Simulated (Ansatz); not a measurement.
Question: Write an Ansatz input for a full relaxation of cell and atoms of V with PBE (scalar-relativistic), a cutoff of 420 eV (density cutoff 4 times that), a Γ-centred 8×8×4 mesh and Gaussian smearing of 0.05 eV, with collinear spin, starting moments 1.00, 1.00 μB on the atoms in order. Stop at forces under 0.03 eV/Å and stress under 0.3 GPa, or after 60 steps. Forces, stress and eigenvalues are wanted, and also Löwdin populations. The structure:
```
CELL_PARAMETERS angstrom
2.6903270725 0.0000000000 0.0000000000
-1.3451635362 2.3298915892 0.0000000000
0.0000000000 0.0000000000 4.3942008850
ATOMIC_POSITIONS crystal
V 0.3333333333 0.6666666667 0.7500000000
V 0.6666666667 0.3333333333 0.2500000000
```

Answer: 
```yaml
crystal:
  lattice:
    - [2.6903270725, 0.0, 0.0]
    - [-1.3451635362, 2.3298915892, 0.0]
    - [0.0, 0.0, 4.394200885]
  atoms:
    - { symbol: V, position: [0.3333333333, 0.6666666667, 0.75], spin: 1.0 }
    - { symbol: V, position: [0.6666666667, 0.3333333333, 0.25], spin: 1.0 }
basis:
  ecutwfc: 420
  ecutrho_ratio: 4
kpoints:
  mp_grid: { grid: [8, 8, 4] }
hamiltonian:
  xc: pbe
scf:
  occupations: { method: gaussian, width: 0.05 }
output:
  forces: true
  stress: true
  eigenvalues: true
  populations: true
magnetization:
  spin_polarized: true
relax:
  f_tol: 0.03
  max_steps: 60
  cell: { stress_tol: 0.3 }
```

Run as written, it has 26 valence electrons, 549 plane waves at Γ (in the final cell), 24 symmetry operations and 30 irreducible k-points; it took 65 SCF iterations in all. 

At room temperature and ambient pressure V is bcc.
